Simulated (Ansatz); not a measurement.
A relaxation of cell and atoms of AlP (started from an entry of an open crystallographic database) with the plane-wave code Ansatz, at the level PBE. The input holds the cell as the database lists it.

Input file:
```yaml
crystal:
  lattice:
    - [0.0, 2.7255, 2.7255]
    - [2.7255, 0.0, 2.7255]
    - [2.7255, 2.7255, 0.0]
  atoms:
    - { symbol: Al, position: [0.0, 0.0, 0.0] }
    - { symbol: P, position: [0.25, 0.25, 0.25] }
kpoints:
  mp_grid: { grid: [8, 8, 8] }
hamiltonian:
  xc: pbe
scf:
  occupations: { method: fermi_dirac, width: 0.02 }
relax:
  f_tol: 0.005
  cell: {}
output:
  write_density: true
  write_potential: true
  elf: true
  volumetric_format: npy
```

Command: `ansatz run input.yaml --threads 2 --pin off --max-ram 2211MiB --backend cpu --events-out ev --progress --plain --runs-dir out`.

Main lines of the log:
```
Functional definition: PBE
Crystal: 2 atoms, lattice volume = 40.492 Å³
Basis set: ecut = 420 eV, 749 PW (Γ)
Bands: 8, of which v1, the nominal top of the filled ones, is band 4 counted from 1 (3 counted from 0)
Symmetry: 24 space group operations
Space group: F-43m (ITA 216)
k-points: 29 of 512 (time reversal used)
relax step 1: F+E_penalty+E_count = -1294.43264841 eV  P = +2.742 GPa  Ω = 40.492 Å³
relax step 2: F+E_penalty+E_count = -1294.44234796 eV  P = +0.688 GPa  Ω = 41.426 Å³
relax step 3: F+E_penalty+E_count = -1294.44300516 eV  P = +0.031 GPa  Ω = 41.748 Å³
relax step 4: F+E_penalty+E_count = -1294.44329872 eV  P = +0.044 GPa  Ω = 41.748 Å³  (SCF on a basis re-selected at this cell)
SCF converged after 5 iterations
Free energy (F): -1294.443299 eV
Fermi energy:    5.616816 eV
--- Stress (GPa, compression-positive) ---
        0.043868       0.000000       0.000000
        0.000000       0.043868       0.000000
        0.000000       0.000000       0.043868
  P = ⅓ Tr σ = 0.0439 GPa (0.439 kbar)
--- Relaxed structure (3 steps of the walk, 3 accepted, 1 SCFs on fresh bases) ---
  F+E_penalty+E_count = -1294.44329872 eV
  cell:  # Å, volume = 41.7482 Å³
    - [0.000000, 2.753401, 2.753401]
    - [2.753401, 0.000000, 2.753401]
    - [2.753401, 2.753401, 0.000000]
  atoms:
    - { symbol: Al, position: [0.000000, 0.000000, 0.000000] }
    - { symbol: P, position: [0.250000, 0.250000, 0.250000] }
```

Planar averages along the third cell vector, from rho_z.tsv and v_z.tsv (valence density with its augmentation; electrostatic potential energy of an electron, of which only differences have a meaning):
```csv
z (Å),ρ (e/Å³),v_es (eV)
0.00,0.219,0.97
0.14,0.253,-0.13
0.29,0.282,-1.52
0.43,0.301,-2.94
0.72,0.305,-4.62
0.87,0.294,-4.51
1.01,0.279,-3.82
1.15,0.263,-2.70
1.30,0.249,-1.25
1.44,0.235,0.48
1.59,0.219,2.40
1.73,0.200,4.26
2.02,0.154,6.89
2.16,0.134,7.49
2.31,0.118,7.75
2.45,0.107,7.71
2.60,0.099,7.41
2.74,0.096,6.82
2.88,0.095,5.97
3.03,0.097,4.98
3.32,0.114,3.32
3.46,0.131,2.76
3.61,0.155,2.28
3.75,0.185,1.74
```

The walk took 3 steps and changed the volume by +3.1 %. The last SCF, on a fresh basis, lies 5.3 meV an atom below the first. At the end: the symmetry is F-43m (No. 216, cubic); a = 5.507 Å in the conventional setting, 20.87 Å³ an atom. Al has 4 P at 2.38 Å; P has 4 Al at 2.38 Å.

(Simulation; spin polarisation is off.)
